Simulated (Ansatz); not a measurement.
GeO2:
```
GeO2
1.0
    4.48802     0.00000     0.00000
    0.00000     4.48802     0.00000
    0.00000     0.00000     2.90546
Ge O
2 4
Cartesian
  2.24401   2.24401   1.45273
  0.00000   0.00000   0.00000
  3.10961   3.10961   0.00000
  1.37841   1.37841   0.00000
  3.62242   0.86560   1.45273
  0.86560   3.62242   1.45273
```

Plane-wave PAW PBE (Ansatz code) gives a gap of 1.22 eV without spin–orbit coupling, maximum at Γ, minimum at Γ.

**Question.** What happens when spin–orbit coupling is switched on?

**Answer.** The gap hardly moves, to 1.22 eV; maximum at Γ, minimum at Γ.

**Question.** Give the electron effective mass with spin–orbit coupling.

**Answer.** 0.19, 0.22, 0.22 mₑ (principal values).

**Question.** Give the hole effective mass with spin–orbit coupling.

**Answer.** 1.2, 1.2, 1.9 mₑ (principal values).

Space group P4_2/mnm (rutile). The PBE relaxation kept the symmetry of its start.

Potentials: the earlier of the program's two PAW sets.
